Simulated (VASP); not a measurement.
Set up this calculation in VASP 6.6.1, as the native input.

| Item | Value |
| --- | --- |
| Task | relaxation of cell and atoms |
| Functional | r2SCAN |
| Potentials or basis | VASP PAW PBE potentials, release 64 (In_d, Pd) |
| Cutoff | 600 eV |
| k mesh | 8 × 8 × 8 |
| Occupations | fermi-dirac, width 0.05 eV |
| Spin | no spin polarisation |
| Ladder | gaps |
| Further INCAR settings | ALGO = Normal; EDIFF = 1e-07; IBRION = 2; EDIFFG = -0.005; NSW = 60; ISIF = 3 |

The structure of InPd lies in POSCAR:

```
InPd
1.0
    3.2718847800      0.0000000000      0.0000000000
    0.0000000000      3.2718847800      0.0000000000
    0.0000000000      0.0000000000      3.2718847800
In Pd
1 1
Direct
    0.0000000000      0.0000000000      0.0000000000
    0.5000000000      0.5000000000      0.5000000000
```

The cell comes from a database or a generator and needn't be the stable form of this composition.

The input as run:

INCAR

```
  PREC = Accurate
  ENCUT = 600
  EDIFF = 1E-7
  ISMEAR = -1
  SIGMA = 0.05
  LREAL = False
  LASPH = True
  NELM = 100
  ALGO = Normal
  ISIF = 3
  LWAVE = False
  LCHARG = False
  METAGGA = R2SCAN
  LMIXTAU = True
  IBRION = 2
  NSW = 60
  EDIFFG = -0.005
```

KPOINTS

```
Automatic mesh
0
Gamma
  8 8 8
```

Potentials or basis: VASP PAW PBE potentials, release 64 (In_d, Pd).

Launch:

```bash
$ cat potpaw_PBE.64/In_d/POTCAR potpaw_PBE.64/Pd/POTCAR > POTCAR
$ mpirun -np 1 vasp_std > vasp.out
```

It gave:

* Pressure after relaxing: 0.0 GPa
* Band gap on the k mesh: none (metal or under the smearing width)

Caveat: the relaxation stopped at its first step, so nothing moved; the PAW data sets were made with another functional, which shifts forces and pressure a little.

It took 100 s on 1 thread of Intel(R) Xeon(R) Platinum 8259CL CPU @ 2.50GHz (Skylake/Cascade Lake) (shared host), peak memory 0.18 GiB.
